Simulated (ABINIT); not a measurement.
# WS2 (P-3m1) in ABINIT: notebook

The runs below take WS2 through single point, with PBEsol, LDA.

Program: ABINIT 10.8.3 (patched build). These are calculated values, not measurements. Logs are shortened: lines on timing, memory, paths and dates and some standing lists are left out, and cuts for length are marked. The log counts tension as positive stress, the text compression.

## Step 1: Starting point

Symmetry: P-3m1, No. 164, trigonal system. The conventional cell has a = 3.578 Å, b = 3.578 Å, c = 5.772 Å, α = 90.00°, β = 90.00°, γ = 120.00°. W (site symmetry -3m) has 6 S at 2.53 Å as nearest neighbours. S (site symmetry 3m) has 3 W at 2.53 Å as nearest neighbours.

Measurements of this composition are mostly on another form, of space group No. 194.

## Step 2: Single point, PBEsol

run.abi reads:

```
# Pseudopotentials
pp_dirpath "./"
pseudos "W.upf, S.upf"

# Structure
acell 3*1.0 Angstrom
rprim
     3.5782025500     0.0000000000     0.0000000000
    -1.7891012700     3.0988143100     0.0000000000
     0.0000000000     0.0000000000     5.7723833600
ntypat 2
znucl 74 16
natom 3
typat 1 2 2
xred
     0.0000000000     0.0000000000     0.0000000000
     0.3333333333     0.6666666667     0.2520000000
     0.6666666667     0.3333333333     0.7480000000

# Plane-wave basis
ecut 37.0

# k points
kptopt 1
ngkpt 7 7 4
nshiftk 1
shiftk 0.0 0.0 0.0

# Exchange and correlation
ixc -116133

# Bands and occupations
nband 17
occopt 3
tsmear 0.05 eV

# SCF cycle
nstep 100
tolvrs 1.0e-10

# Output
iomode 3
prtwf 0
prtden 0
prteig 0
prtebands 0
enunit 2
```

Potentials or basis: PseudoDojo NC SR PBEsol v0.4 stringent.

The run is started by

```sh
$ abinit run.abi > log 2>&1
```

run.abo:

```text
.Version 10.8.3 of ABINIT
 Symmetries : space group P-3 m 1 (#164); Bravais hP (primitive hexag.)
================================================================================
 Values of the parameters that define the memory need of the present run
     intxc =       0    ionmov =       0      iscf =       7    lmnmax =       8
     lnmax =       8     mgfft =      60  mpssoang =       4    mqgrid =    3001
     natom =       3  nloc_mem =       1    nspden =       1   nspinor =       1
    nsppol =       1      nsym =      12    n1xccc =    2501    ntypat =       2
    occopt =       3   xclevel =       2
       mpw =        4660          nfft =       96000          nkpt =          28
================================================================================
================================================================================

--------------------------------------------------------------------------------
------------- Echo of variables that govern the present computation ------------
--------------------------------------------------------------------------------
 -outvars: echo values of preprocessed input variables --------
            acell      1.8897261259E+00  1.8897261259E+00  1.8897261259E+00 Bohr
              amu      1.83850000E+02  3.20660000E+01
             ecut      3.70000000E+01 Hartree
           enunit           2
              ixc     -116133
         kptrlatt        7    0    0      0    7    0      0    0    4
          kptrlen      4.36328946E+01
            natom           3
            nband          17
            ngfft          40      40      60
             nkpt          28
            nstep         100
             nsym          12
           ntypat           2
           occopt           3
           prtden           0
        prtebands           0
           prteig           0
            prtwf           0
            rprim      3.5782025500E+00  0.0000000000E+00  0.0000000000E+00
                      -1.7891012700E+00  3.0988143100E+00  0.0000000000E+00
                       0.0000000000E+00  0.0000000000E+00  5.7723833600E+00
          spgroup         164
           tolvrs      1.00000000E-10
           tsmear      1.83746611E-03 Hartree
            typat      1  2  2
           xangst      0.0000000000E+00  0.0000000000E+00  0.0000000000E+00
                       3.3333328455E-09  2.0658762067E+00  1.4546406067E+00
                       1.7891012767E+00  1.0329381033E+00  4.3177427533E+00
            xcart      0.0000000000E+00  0.0000000000E+00  0.0000000000E+00
                       6.2990861645E-09  3.9039402406E+00  2.7488723583E+00
                       3.3809114244E+00  1.9519701203E+00  8.1593512858E+00
             xred      0.0000000000E+00  0.0000000000E+00  0.0000000000E+00
                       3.3333333333E-01  6.6666666667E-01  2.5200000000E-01
                       6.6666666667E-01  3.3333333333E-01  7.4800000000E-01
            znucl       74.00000   16.00000

================================================================================

 chkinp: Checking input parameters for consistency.

================================================================================
== DATASET  1 ==================================================================

--- !DatasetInfo
iteration_state: {dtset: 1, }
dimensions: {natom: 3, nkpt: 28, mband: 17, nsppol: 1, nspinor: 1, nspden: 1, mpw: 4660, }
cutoff_energies: {ecut:  37.0, pawecutdg:  -1.0, }
electrons: {nelect:   2.60000000E+01, charge:   0.00000000E+00, occopt:   3.00000000E+00, tsmear:   1.83746611E-03, }
meta: {optdriver: 0, ionmov: 0, optcell: 0, iscf: 7, paral_kgb: 0, }
...

 Real(R)+Recip(G) space primitive vectors, cartesian coordinates (Bohr,Bohr^-1):
 R(1)=  6.7618228  0.0000000  0.0000000  G(1)=  0.1478891  0.0853838  0.0000000
 R(2)= -3.3809114  5.8559104  0.0000000  G(2)=  0.0000000  0.1707676  0.0000000
 R(3)=  0.0000000  0.0000000 10.9082236  G(3)=  0.0000000  0.0000000  0.0916740
 Unit cell volume ucvol=  4.3192888E+02 bohr^3
 Angles (23,13,12)=  9.00000000E+01  9.00000000E+01  1.20000000E+02 degrees

 getcut: wavevector=  0.0000  0.0000  0.0000  ngfft=  40  40  60
         ecut(hartree)=     37.000   => boxcut(ratio)=   2.00877

--- Pseudopotential description ------------------------------------------------
- pspini: atom type   1  psp file is ./W.upf
12 -116133 3 -1 1396                          pspcod,pspxc,lmax,lloc,mmax
     nproj     2     2     2     2

- pspini: atom type   2  psp file is ./S.upf
12 -116133 2 -1 1146                          pspcod,pspxc,lmax,lloc,mmax
     nproj     2     2     2     0

   7.52712581E+02                                ecore*ucvol(ha*bohr**3)
--------------------------------------------------------------------------------

================================================================================

--- !BeginCycle
iteration_state: {dtset: 1, }
solver: {iscf: 7, nstep: 100, nline: 4, wfoptalg: 0, }
tolerances: {tolvrs: 1.00E-10, }
...

     iter   Etot(hartree)      deltaE(h)  residm     vres2
 ETOT  1  -97.782050490020    -9.778E+01 7.536E-02 5.276E+02
 ETOT  2  -97.566036624031     2.160E-01 8.816E-02 3.155E+03
 ETOT  3  -97.897677305076    -3.316E-01 3.637E-02 4.037E+00
 ETOT  4  -97.898054641823    -3.773E-04 9.259E-03 2.415E-01
 ETOT  5  -97.898097118595    -4.248E-05 4.823E-03 1.353E-02
 ETOT  6  -97.898098245805    -1.127E-06 3.041E-04 2.064E-03
 ETOT  7  -97.898098360583    -1.148E-07 1.296E-04 8.615E-05
 ETOT  8  -97.898098366950    -6.367E-09 2.778E-05 2.280E-05
 ETOT  9  -97.898098369189    -2.239E-09 1.839E-05 7.556E-07
 ETOT 10  -97.898098369231    -4.189E-11 4.984E-06 1.755E-08
 ETOT 11  -97.898098369234    -2.530E-12 3.509E-06 6.134E-10
 ETOT 12  -97.898098369235    -1.137E-12 8.998E-07 2.181E-11

 At SCF step   12       vres2   =  2.18E-11 < tolvrs=  1.00E-10 =>converged.

 Cartesian components of stress tensor (hartree/bohr^3)
  sigma(1 1)=  7.20736386E-04  sigma(3 2)=  0.00000000E+00
  sigma(2 2)=  7.20736380E-04  sigma(3 1)=  0.00000000E+00
  sigma(3 3)=  3.01467344E-04  sigma(2 1)= -7.67289426E-12

--- !ResultsGS
iteration_state: {dtset: 1, }
comment   : Summary of ground state results
lattice_vectors:
- [  6.7618228,   0.0000000,   0.0000000, ]
- [ -3.3809114,   5.8559104,   0.0000000, ]
- [  0.0000000,   0.0000000,  10.9082236, ]
lattice_lengths: [   6.76182,    6.76182,   10.90822, ]
lattice_angles: [ 90.000,  90.000, 120.000, ] # degrees, (23, 13, 12)
lattice_volume:   4.3192888E+02
convergence: {deltae: -1.137E-12, res2:  2.181E-11, residm:  8.998E-07, diffor: null, }
etotal    :  -9.78980984E+01
entropy   :   0.00000000E+00
fermie    :   2.59448165E-01
cartesian_stress_tensor: # hartree/bohr^3
- [  7.20736386E-04,  -7.67289426E-12,   0.00000000E+00, ]
- [ -7.67289426E-12,   7.20736380E-04,   0.00000000E+00, ]
- [  0.00000000E+00,   0.00000000E+00,   3.01467344E-04, ]
pressure_GPa:  -1.7093E+01
xred      :
- [  0.0000E+00,   0.0000E+00,   0.0000E+00,  W]
- [  3.3333E-01,   6.6667E-01,   2.5200E-01,  S]
- [  6.6667E-01,   3.3333E-01,   7.4800E-01,  S]
cartesian_forces: # hartree/bohr
- [ -0.00000000E+00,  -0.00000000E+00,  -0.00000000E+00, ]
- [ -2.03885015E-26,   1.17713069E-26,  -2.21657994E-02, ]
- [  2.03885015E-26,  -1.17713069E-26,   2.21657994E-02, ]
force_length_stats: {min:   0.00000000E+00, max:   2.21657994E-02, mean:   1.47771996E-02, }
...

 Integrated electronic density in atomic spheres:
 ------------------------------------------------
 Atom  Sphere_radius  Integrated_density
    1        2.00000         10.03932919
    2        2.00000          3.83641925
    3        2.00000          3.83641925
================================================================================

 ----iterations are completed or convergence reached----

 Mean square residual over all n,k,spin=   41.443E-10; max=  89.980E-08
 reduced coordinates (array xred) for    3 atoms
       0.000000000000      0.000000000000      0.000000000000
       0.333333333333      0.666666666667      0.252000000000
       0.666666666667      0.333333333333      0.748000000000
 rms dE/dt=  1.1398E-01; max dE/dt=  2.4179E-01; dE/dt below (all hartree)
    1       0.000000000000      0.000000000000      0.000000000000
    2       0.000000000000     -0.000000000000      0.241789497228
    3      -0.000000000000      0.000000000000     -0.241789497228

 cartesian coordinates (angstrom) at end:
    1      0.00000000000000     0.00000000000000     0.00000000000000
    2      0.00000000333333     2.06587620666667     1.45464060672000
    3      1.78910127666667     1.03293810333333     4.31774275328000

 cartesian forces (hartree/bohr) at end:
    1     -0.00000000000000    -0.00000000000000    -0.00000000000000
    2     -0.00000000000000     0.00000000000000    -0.02216579941114
    3      0.00000000000000    -0.00000000000000     0.02216579941114
 frms,max,avg= 1.0449058E-02 2.2165799E-02   0.000E+00  0.000E+00  0.000E+00 h/b

 cartesian forces (eV/Angstrom) at end:
    1     -0.00000000000000    -0.00000000000000    -0.00000000000000
    2     -0.00000000000000     0.00000000000000    -1.13981123375915
    3      0.00000000000000    -0.00000000000000     1.13981123375915
 frms,max,avg= 5.3731217E-01 1.1398112E+00   0.000E+00  0.000E+00  0.000E+00 e/A
 length scales=  1.889726125908  1.889726125908  1.889726125908 bohr
              =  1.000000000000  1.000000000000  1.000000000000 angstroms
 Fermi (or HOMO) energy (hartree) =   0.25945   Average Vxc (hartree)=  -0.38409
 Eigenvalues (hartree) for nkpt=  28  k points:
 kpt#   1, nband= 17, wtk=  0.00510, kpt=  0.0000  0.0000  0.0000 (reduced coord)
  -2.50023   -1.18311   -1.18311   -1.17500   -0.27015   -0.20365    0.02877    0.09861
   0.09861    0.21993    0.21993    0.22552    0.23109    0.23109    0.25917    0.37028
   0.37028
      occupation numbers for kpt#   1
   2.00000    2.00000    2.00000    2.00000    2.00000    2.00000    2.00000    2.00000
   2.00000    2.00000    2.00000    2.00000    2.00000    2.00000    1.07616    0.00000
   0.00000
 prteigrs : prtvol=0 or 1, do not print more k-points.

 Fermi (or HOMO) energy (eV) =   7.05994   Average Vxc (eV)= -10.45166
 Eigenvalues (   eV  ) for nkpt=  28  k points:
 kpt#   1, nband= 17, wtk=  0.00510, kpt=  0.0000  0.0000  0.0000 (reduced coord)
 -68.03479  -32.19409  -32.19409  -31.97347   -7.35117   -5.54157    0.78277    2.68323
   2.68323    5.98471    5.98471    6.13663    6.28835    6.28835    7.05231   10.07578
  10.07578
 prteigrs : prtvol=0 or 1, do not print more k-points.

--- !EnergyTerms
iteration_state     : {dtset: 1, }
comment             : Components of total free energy in Hartree
kinetic             :  2.76254872570132E+01
hartree             :  2.32081551332539E+01
xc                  : -2.25899667389364E+01
Ewald energy        : -5.99816301656627E+01
psp_core            :  1.74267713503137E+00
local_psp           : -8.35210371245258E+01
non_local_psp       :  1.56188513542279E+01
internal            : -9.78974631495984E+01
'-kT*entropy'       : -6.35219636584051E-04
total_energy        : -9.78980983692350E+01
total_energy_eV     : -2.66394296747230E+03
band_energy         : -1.10953399752543E+01
...

 Cartesian components of stress tensor (hartree/bohr^3)
  sigma(1 1)=  7.20736386E-04  sigma(3 2)=  0.00000000E+00
  sigma(2 2)=  7.20736380E-04  sigma(3 1)=  0.00000000E+00
  sigma(3 3)=  3.01467344E-04  sigma(2 1)= -7.67289426E-12

-Cartesian components of stress tensor (GPa)         [Pressure= -1.7093E+01 GPa]
- sigma(1 1)=  2.12047966E+01  sigma(3 2)=  0.00000000E+00
- sigma(2 2)=  2.12047964E+01  sigma(3 1)=  0.00000000E+00
- sigma(3 3)=  8.86947549E+00  sigma(2 1)= -2.25744343E-07

== END DATASET(S) ==============================================================
================================================================================

 -outvars: echo values of variables after computation  --------
            acell      1.8897261259E+00  1.8897261259E+00  1.8897261259E+00 Bohr
           etotal     -9.7898098369E+01
            fcart     -0.0000000000E+00 -0.0000000000E+00 -0.0000000000E+00
                      -2.0388501538E-26  1.1771306877E-26 -2.2165799411E-02
                       2.0388501538E-26 -1.1771306877E-26  2.2165799411E-02
            rprim      3.5782025500E+00  0.0000000000E+00  0.0000000000E+00
                      -1.7891012700E+00  3.0988143100E+00  0.0000000000E+00
                       0.0000000000E+00  0.0000000000E+00  5.7723833600E+00
           strten      7.2073638581E-04  7.2073638025E-04  3.0146734427E-04
                       0.0000000000E+00  0.0000000000E+00 -7.6728942583E-12
           xangst      0.0000000000E+00  0.0000000000E+00  0.0000000000E+00
                       3.3333328455E-09  2.0658762067E+00  1.4546406067E+00
                       1.7891012767E+00  1.0329381033E+00  4.3177427533E+00
             xred      0.0000000000E+00  0.0000000000E+00  0.0000000000E+00
                       3.3333333333E-01  6.6666666667E-01  2.5200000000E-01
                       6.6666666667E-01  3.3333333333E-01  7.4800000000E-01
 Calculation completed.
```

Wall time 59 s (1 thread of Intel Xeon 6975P-C (Granite Rapids), shared host); peak memory 0.11 GiB.

What came out:

```
Free energy                                           : -2663.9430 eV
Pressure                                              : -17.1 GPa
Largest force                                         : 1.140 eV/Å
Band gap on the k mesh                                : none (metal or under the smearing width)
Valence electrons inside the program's atomic spheres : W 10.04; S 3.84
```

Forces on the atoms (eV/Å):
```
W    0.000  0.000  0.000
S    0.000  0.000 -1.140
S    0.000  0.000  1.140
```

Levels at points of the mesh, in eV from the Fermi level:
```
           k point  band 11  band 12  band 13  band 14  band 15  band 16
(0.00, 0.00, 0.00)    -1.08    -0.92    -0.77    -0.77    -0.01     3.02
(0.00, 0.00, 0.50)    -1.24    -1.24    -0.80    -0.80     0.43     3.43
```

Caveat: so large a pressure means that the cell lies far from this level's equilibrium, or that cutoff or potentials fall short; this functional lacks dispersion, which binds the layers, so the pressure and a relaxed spacing across them are unreliable; forces of over 1 eV/Å show positions far from the minimum, so gaps and moduli don't describe the material at rest. The run has no spin-orbit coupling, so splittings on W are missing.

## Step 3: Single point, LDA (cell stretched)

run.abi reads:

```
pp_dirpath "./"
pseudos "W.upf, S.upf"

acell 3*1.0
rprim
     6.8508043952     0.0000000000     0.0000000000
    -3.4254021881     5.9329706462     0.0000000000
     0.0000000000     0.0000000000    11.0517693565
ntypat 2
znucl 74 16
natom 3
typat 1 2 2
xred
     0.0000000000     0.0000000000     0.0000000000
     0.3333333333     0.6666666667     0.2520000000
     0.6666666667     0.3333333333     0.7480000000
chkprim 0
chksymtnons 0
tolsym 1.0e-6

ecut 30.0

kptopt 1
ngkpt 7 7 4
nshiftk 1
shiftk 0.0 0.0 0.0

ixc 7

nband 17
occopt 3
tsmear 0.05 eV

nstep 100
tolvrs 1.0e-10

iomode 3
prtwf 0
prtden 0
prteig 0
prtebands 0
```

Potentials or basis: PseudoDojo NC SR LDA v0.4.1 standard.

The run is started by

```sh
$ abinit run.abi > log 2>&1
```

Wall time 50 s (1 thread of Intel Xeon 6975P-C (Granite Rapids), shared host); peak memory 0.09 GiB.

The run converged. Its results:

```yaml
Free_energy: -2668.2999 eV
Pressure: -21.7 GPa
Largest_force: 1.695 eV/Å
Band_gap_on_the_k_mesh: none (metal or under the smearing width)
Valence_electrons_inside_the_program's_atomic_spheres: W 10.03; S 3.81
```

Forces in eV/Å, atoms in the order of the input:
```
W    0.000  0.000  0.000
S    0.000  0.000 -1.695
S    0.000  0.000  1.695
```

Stress tensor (GPa, compression positive):
```
-25.52   0.00   0.00
  0.00 -25.52   0.00
  0.00   0.00 -14.21
```

Levels at points of the mesh, in eV from the Fermi level:
```
           k point  band 9  band 10  band 11  band 12  band 13  band 14  band 15  band 16  band 17
(0.00, 0.00, 0.00)   -4.17    -1.03    -1.03    -0.88    -0.72    -0.72     0.00     2.88     2.88
(0.00, 0.00, 0.50)   -4.14    -2.94    -1.19    -1.19    -0.74    -0.74     0.36     3.26     3.26
```

The run has no spin-orbit coupling, so splittings on W are missing.
